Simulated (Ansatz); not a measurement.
Se, DFT, PBEsol, all-electron LAPW, scalar-relativistic (Ansatz 0.2.0), run on 1 thread of Arm Neoverse V2 on a shared host.

The geometry is COD entry 9008579, unchecked; take it as a test cell. The listed cell was then made from it by scaling, straining or moving an atom.

Command: `ansatz run input.yaml --threads 1 --pin off --max-ram 4096MiB --backend cpu --events-out ev --progress --plain --runs-dir out`

```yaml
crystal:
  lattice:
    - [4.3551696776, -0.0217758484, -0.0217758484]
    - [-2.1964432767, 3.7825755028, -0.0079705137]
    - [-0.02474725, -0.02474725, 4.94945]
  atoms:
    - { symbol: Se, position: [0.217, 0.0, 0.1666666667] }
    - { symbol: Se, position: [0.0, 0.217, 0.8333333333] }
    - { symbol: Se, position: [0.783, 0.783, 0.5] }
kpoints:
  mp_grid: { grid: [8, 8, 6] }
  band_path:
    path:
      - [0.0, 0.0, 0.0]
      - [0.0, 0.0, 0.5]
      - [-0.5, 0.5, 0.0]
      - [0.0, 0.0, 0.0]
      - [0.0, -0.5, 0.0]
      - [-0.5, 0.0, 0.5]
      - [0.0, 0.0, 0.0]
      - [-0.5, 0.0, 0.0]
      - [0.0, -0.5, 0.5]
    npoints: 5
scf:
  occupations: { method: fermi_dirac, width: 0.02 }
hamiltonian:
  xc: pbesol
  pseudopotentials: { kind: all_electron, lapw: { basis_error: 0.001 } }
output:
  forces: true
  stress: true
  eigenvalues: true
```

(1) How large is the problem that the program sets up?

(2) Estimate the wall time and the peak memory.

## Answers

(1) 196 irreducible k-points, 1199 plane waves at Γ, 44 bands.

(2) 6.9 min of wall time for 9 SCF iterations, with a peak of 1.1 GiB. Times on shared machines scatter by tens of per cent.
